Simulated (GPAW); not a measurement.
## Si3N4 in GPAW: convergence with density grid spacing (A)

Input of the first run (density grid spacing (A) 0.2); the others differ in this setting and in those tied to it:

run.py

```python
from ase import Atoms
from ase.dft.bandgap import bandgap
from ase.io import write
from ase.units import GPa
from gpaw import GPAW, PW

atoms = Atoms(['Si', 'Si', 'Si', 'N', 'N', 'N', 'N'],
              cell=[[4.13078, 0.0, 0.0],
                    [0.0, 4.13078, 0.0],
                    [0.0, 0.0, 4.13078]],
              scaled_positions=[[0.0, 0.0, 0.5],
                                [0.5, 0.0, 0.0],
                                [0.0, 0.5, 0.0],
                                [0.23952, 0.23952, 0.76048],
                                [0.76048, 0.76048, 0.76048],
                                [0.23952, 0.76048, 0.23952],
                                [0.76048, 0.23952, 0.23952]],
              pbc=True)

calc = GPAW(mode=PW(800),
            h=0.2,
            xc='PBE',
            kpts={'size': (5, 5, 5), 'gamma': True},
            occupations={'name': 'fermi-dirac', 'width': 0.05},
            nbands=31,
            convergence={'density': 1e-05, 'energy': 1e-05},
            maxiter=100,
            txt='gpaw.txt')
atoms.calc = calc
energy = atoms.get_potential_energy()
forces = atoms.get_forces()
stress = atoms.get_stress()
calc.write('gs.gpw')
write('result.traj', atoms)
print(f'Energy: {energy:.6f} eV')
print('Forces (eV/A):')
print(forces.round(4))
print('Stress (GPa):', (stress / GPa).round(3))
print('Fermi level:', round(calc.get_fermi_level(), 4), 'eV')
print(f'Gap: {bandgap(calc)[0]:.4f} eV, direct: {bandgap(calc, direct=True)[0]:.4f} eV')
```

Potentials or basis: GPAW PAW data sets (gpaw-data 1.2.1), pw.

Run with:

```console
$ OMP_NUM_THREADS=1 python run.py
```

The cell was built by a generator and needn't be a form met in nature.

Hardware: 1 thread of Arm Neoverse V2, with other jobs on the host.

The values tried are 0.24, 0.2, 0.17, 0.15, 0.13, 0.11, 0.09, loosest first. From which on does the pressure stay within 0.1 GPa of the tightest run that finished?

From 0.15 on.

```
density grid spacing (A)  energy less the tightest run, at zero smearing (meV/atom)  pressure (GPa)  largest force (eV/Å)  gap on the mesh (eV)  SCF cycles  CPU time (s)  peak memory (GiB)
                    0.24                                                    refused               -                     -                     -           -             -                  -
                     0.2                                                     -16.42            2.48                 0.062                 2.783          10            14               0.17
                    0.17                                                      -1.03            1.80                 0.134                 2.759          10            15               0.18
                    0.15                                                       0.24            1.69                 0.131                 2.757          10            19               0.19
                    0.13                                                       0.11            1.69                 0.130                 2.757          10            19               0.21
                    0.11                                                       0.03            1.69                 0.131                 2.757          10            35               0.29
                    0.09                                                       0.00            1.69                 0.131                 2.757          10            63               0.41
```

Against the tightest run, the energy stays within 1 meV/atom from 0.15 on; the largest force stays within 0.005 eV/Å from 0.17 on; the gap on the mesh stays within 0.01 eV from 0.17 on. The tightest run that finished is the yardstick and may itself not be fully converged.

Caveat, for the tightest run too: an odd mesh through Γ misses points on the zone boundary, where band edges often lie.
